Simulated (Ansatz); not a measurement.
CsI (started from an entry of an open crystallographic database), relaxed with r2SCAN: it is cubic, Pm-3m (No. 221); a = 4.608 Å in the conventional setting, 48.93 Å³ an atom. Cs is surrounded by 8 I at 3.99 Å; I is surrounded by 8 Cs at 3.99 Å. One-shot G0W0@PBE in Ansatz on a 4×4×4 mesh (contour deformation, no spin-orbit coupling), from a PBE gap of 3.800 eV over the mesh points (the G0W0 gap is indirect on the mesh); the number N of bands summed and the screening cutoff rise together. Calculated for a static, non-magnetic cell.

| N | cutoff (eV) | 1000/N | G0W0 gap (eV) |
| --- | --- | --- | --- |
| 171 | 80 | 5.848 | 5.599 |
| 381 | 140 | 2.625 | 5.737 |

Task: Lay a straight line in 1000/N through these rows.

Result: The slope is -0.0428 eV per unit of 1000/N and the intercept 5.849 eV.

Task: Predict the gap at N = 689 (210 eV).

Result: 5.849 + (-0.0428) × 1.451 = 5.787 eV; the run gives 5.778 eV, -0.009 eV from the line.

Task: With that run's result added, what limit do the last two rows suggest?

Result: Their slope is (5.778 − 5.737)/(1.451 − 2.625) = -0.0349, which meets 1/N = 0 at 5.83 eV, against 5.849 eV from the first line. The slope flattens, so the first line overshoots; the k mesh isn't extrapolated.

No spin-orbit coupling is included; it can move band edges with weight on the heavy atoms by tenths of an eV.
